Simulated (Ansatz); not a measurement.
The system is Ge.

```
Ge
1.0
     0.00000    2.82891    2.82891
     2.82891    0.00000    2.82891
     2.82891    2.82891    0.00000
Ge
2
Direct
  0.75000 0.75000 0.75000
  0.50000 0.50000 0.50000
```

Base run:

- Program: Ansatz 0.2.0
- Functional: LDA
- Potentials or basis: all-electron LAPW, relativistic spinors
- Cutoff: 317 eV
- Density cutoff: 1268 eV
- Basis error allowed: 0.001 eV/atom
- k mesh: 6 × 6 × 6
- Occupations: fermi-dirac, width 0.05 eV
- Spin: spin-orbit coupling, no magnetisation

Its results: pressure -1.1 GPa.

Question: After a change of settings the same cell gave: pressure 0.7 GPa. Which change was it?
A. functional from LDA to RPBE-LYP; occupations from fermi-dirac, width 0.05 eV to fermi-dirac, width 0.1 eV
B. functional from LDA to PBEsol
C. functional from LDA to PBE

Answer: B.

PBEsol binds less tightly than LDA, so the same cell stands under more pressure.

Caveats: the k mesh is thin for a metal, which can move the energy by tens of meV per atom.

Not every run made on this cell is shown here.
